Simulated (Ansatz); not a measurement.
# Si: the cost of one run

Computed with Ansatz 0.2.0 (DFT PBEsol, scalar-relativistic, plane waves, PAW, unless a step's input says otherwise).

2 further runs of the same task are left out: 2 set aside as unsound or not needed.

**1. The system as given**

The structure is cubic, space group Fd-3m (No. 227). The conventional cell has a = 5.433 Å, b = 5.433 Å, c = 5.433 Å, α = 90.00°, β = 90.00°, γ = 90.00°. Si (site symmetry -43m) has 4 Si at 2.35 Å as nearest neighbours.

As a file:

```
Si
1.0
     0.00000    2.71650    2.71650
     2.71650    0.00000    2.71650
     2.71650    2.71650    0.00000
Si
2
Direct
  0.50000 0.50000 0.50000
  0.75000 0.75000 0.75000
```

It is the result of an earlier relaxation at this level (volume 20.05 Å³/atom; gap on the mesh: 0.46 eV).

Bulk energy on matching settings, from an earlier run: -621.4925 eV/atom.

**2. Cutting the (110) slab**

Miller indices refer to the conventional cell of the relaxed bulk, Fd-3m (No. 227): a = 5.433 Å, b = 5.433 Å, c = 5.433 Å, α = 90.00°, β = 90.00°, γ = 90.00°.

The slab is a (110) slab, 9.6 Å thick as cut, with 15 Å of vacuum; its outer planes are Si (top) and Si (bottom).

The slab as cut. Its planes from the bottom up:

```csv
plane,atoms per cell,height over the lowest (Å)
1,Si2,0.00
2,Si2,1.92
3,Si2,3.84
4,Si2,5.76
5,Si2,7.68
6,Si2,9.60
```

**3. Single point on the unrelaxed (110) slab**

A dipole layer in the vacuum cancels the field that periodic copies would set up if the slab's two faces differ.

Contents of input.yaml:

```yaml
crystal:
  lattice:
    - [3.8417168285, 0.0, 0.0]
    - [0.0, 5.4330080417, 0.0]
    - [0.0, 0.0, 24.6042920713]
  atoms:
    - { symbol: Si, position: [0.5, 0.0, 0.3048248646] }
    - { symbol: Si, position: [0.0, 0.25, 0.3048248646] }
    - { symbol: Si, position: [0.0, 0.5, 0.3828949188] }
    - { symbol: Si, position: [0.5, 0.75, 0.3828949188] }
    - { symbol: Si, position: [0.5, 0.0, 0.4609649729] }
    - { symbol: Si, position: [0.0, 0.25, 0.4609649729] }
    - { symbol: Si, position: [0.0, 0.5, 0.5390350271] }
    - { symbol: Si, position: [0.5, 0.75, 0.5390350271] }
    - { symbol: Si, position: [0.5, 0.0, 0.6171050812] }
    - { symbol: Si, position: [0.0, 0.25, 0.6171050812] }
    - { symbol: Si, position: [0.0, 0.5, 0.6951751354] }
    - { symbol: Si, position: [0.5, 0.75, 0.6951751354] }
basis:
  ecutwfc: 420
kpoints:
  mp_grid: { grid: [9, 7, 1] }
hamiltonian:
  xc: pbesol
scf:
  occupations: { method: gaussian, width: 0.05 }
output:
  forces: true
  stress: true
  eigenvalues: true
efield:
  axis: 3
  dipole_correction: true
  ramp_width: 0.04
```

Started as:

```console
$ ansatz run input.yaml --threads 1 --pin off --max-ram 2560MiB --backend cpu --events-out ev --progress --plain --runs-dir out
```

**Question.** How long does this run take on 1 thread of Intel Xeon Platinum 8259CL at 2.50GHz (Skylake/Cascade Lake), shared host, and how much memory does it need?

About 31 s, with a peak of 0.73 GiB.
